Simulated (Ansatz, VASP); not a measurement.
# SnO2: VASP beside Ansatz

```
Sn O
1.0
     3.23058    0.00000    0.00000
    -1.61529    2.79776    0.00000
     0.00000    0.00000   10.79056
Sn O
2 4
Direct
  0.00000 0.00000 0.50000
  0.00000 0.00000 0.00000
  0.66667 0.33333 0.40586
  0.66667 0.33333 0.09414
  0.33333 0.66667 0.59414
  0.33333 0.66667 0.90586
```

Measurements of this composition are mostly on another form, of space group No. 136.

Alike in both runs: task single point; functional PBEsol; k mesh 12 × 12 × 2; no spin polarisation.

|  | VASP | Ansatz |
| --- | --- | --- |
| version | VASP 6.6.1 | Ansatz 0.2.0 |
| potentials or method | VASP PAW PBE potentials, release 64 (Sn_d, O) | plane waves, PAW |
| plane-wave cutoff (eV) | 520 | 420 |
| occupations | methfessel-paxton of order 1, width 0.1 eV | cold |
| valence electrons in the cell | 52 | 52 |

|  | VASP | Ansatz | Ansatz less VASP |
| --- | --- | --- | --- |
| pressure (GPa) | -3.8 | -4.3 | -0.45 |
| largest component of the traceless stress (GPa) | 1.99 | 2.30 | +0.318 |

Caveats: the PAW data sets were made with another functional, which shifts forces and pressure a little (VASP). A k mesh can miss the band edges.
